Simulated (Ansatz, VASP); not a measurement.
## Rh: VASP beside Ansatz

INCAR

```
AGGAC = 1.0
AGGAX = 1.0
ALDAC = 0.0
ALDAX = 1.0
ALGO = Normal
EDIFF = 1E-7
ENCUT = 520
GGA = B5
ISIF = 2
ISMEAR = -1
LASPH = T
LCHARG = F
LREAL = F
LWAVE = F
NBANDS = 22
NELM = 60
PREC = Accurate
SIGMA = 0.1
```

KPOINTS

```
k-points
0
Gamma
  15 15 8
```

POSCAR

```
Rh
1.0
    2.8838601878      0.0000000000      0.0000000000
   -1.4419300939      2.4974961836      0.0000000000
    0.0000000000      0.0000000000      4.6382357664
Rh
2
Direct
    0.3333333333      0.6666666667      0.2500000000
    0.6666666667      0.3333333333      0.7500000000
```

Input for Ansatz:

```yaml
crystal:
  lattice:
    - [2.8838601878, 0.0, 0.0]
    - [-1.4419300939, 2.4974961836, 0.0]
    - [0.0, 0.0, 4.6382357664]
  atoms:
    - { symbol: Rh, position: [0.3333333333, 0.6666666667, 0.25] }
    - { symbol: Rh, position: [0.6666666667, 0.3333333333, 0.75] }
hamiltonian:
  xc: blyp
  pseudopotentials:
    kind: paw
    azcp:
      Rh: "pseudopotentials/Rh.paw.azcp"
basis:
  ecutwfc: 420
  fft_grid_basis: typed
kpoints:
  mp_grid: { grid: [15, 15, 8], shift: [0, 0, 0] }
magnetization:
  spin_polarized: false
scf:
  occupations: { method: fermi_dirac, width: 0.1 }
  lower_state_search: "off"
output:
  stress: true
  write_density: true
  write_potential: true
  elf: true
  volumetric_format: npy
```

Alike in both runs: task single point; functional BLYP; k mesh 15 × 15 × 8; occupations fermi-dirac, width 0.1 eV; no spin polarisation.

|  | VASP | Ansatz |
| --- | --- | --- |
| version | VASP 6.6.1 | Ansatz 0.2.0 |
| potentials or method | VASP PAW PBE potentials, release 64 (Rh_pv) | plane waves (420 eV) with PAW, scalar-relativistic |
| plane-wave cutoff (eV) | 520 | 420 |
| valence electrons in the cell | 30 | 34 |

Ansatz gave:

| Quantity | Value |
| --- | --- |
| pressure (GPa) | -17.6 |
| largest component of the traceless stress (GPa) | 0.54 |

Q: Which values does VASP return?

A: Pressure (GPa): -17.2; largest component of the traceless stress (GPa): 0.52.

With one functional, cell and mesh, what is left measures potentials, basis and numerics. The two sets of potentials don't hold the same shells in valence.

Caveats: so large a pressure means that the cell lies far from this level's equilibrium, or that cutoff or potentials fall short (VASP); the potentials were made for another functional, which shifts forces and pressure (VASP).
